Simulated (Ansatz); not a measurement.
# Ag: the cost of one run

Program: Ansatz 0.2.0. Level of theory: DFT PBE, scalar-relativistic, plane waves, PAW. These are calculated values, not measurements.

## 1. The system as given

The structure is cubic, space group I-43d (No. 220). Conventional cell: a = 6.528 Å, b = 6.528 Å, c = 6.528 Å, α = 90.00°, β = 90.00°, γ = 90.00°. Ag (site symmetry 3) is surrounded by 11 Ag at 2.83 to 2.96 Å.

As a file:

```xyz
8
Lattice="-3.2640 3.2640 3.2640 3.2640 -3.2640 3.2640 3.2640 3.2640 -3.2640" Properties=species:S:1:pos:R:3 pbc="T T T"
Ag   -0.1589    3.1051    0.1589
Ag    0.1589   -0.1589    3.1051
Ag    4.7371   -1.4731    1.4731
Ag   -1.4731    1.4731    4.7371
Ag    3.1051    0.1589   -0.1589
Ag    1.4731    4.7371   -1.4731
Ag    1.7908    1.7908    1.7908
Ag    0.1589    0.1589    0.1589
```

A structure generator made this guess: one element on all sites of the Na type (I-43d, No. 220). Its size is a rough estimate.

## 2. A first look at the guess

File input.yaml:

```yaml
crystal:
  lattice:
    - [-3.26395214, 3.26395214, 3.26395214]
    - [3.26395214, -3.26395214, 3.26395214]
    - [3.26395214, 3.26395214, -3.26395214]
  atoms:
    - { symbol: Ag, position: [0.5, 0.0, 0.4513301] }
    - { symbol: Ag, position: [0.4513301, 0.5, 0.0] }
    - { symbol: Ag, position: [0.0, 0.9513301, 0.5] }
    - { symbol: Ag, position: [0.9513301, 0.5, 0.0] }
    - { symbol: Ag, position: [0.0, 0.4513301, 0.5] }
    - { symbol: Ag, position: [0.5, 0.0, 0.9513301] }
    - { symbol: Ag, position: [0.5486699, 0.5486699, 0.5486699] }
    - { symbol: Ag, position: [0.0486699, 0.0486699, 0.0486699] }
basis:
  ecutwfc: 420
kpoints:
  mp_grid: { grid: [4, 4, 4] }
hamiltonian:
  xc: pbe
scf:
  occupations: { method: gaussian, width: 0.1 }
  lower_state_search: "off"
output:
  forces: true
  stress: true
  eigenvalues: true
```

Command:

```sh
ansatz run input.yaml --threads 1 --pin off --max-ram 2560MiB --backend cpu --events-out ev --progress --plain --runs-dir out
```

Q: Estimate wall time and peak memory on 1 thread of Arm Neoverse V2, shared host.

About 8.4 s, with a peak of 0.38 GiB.
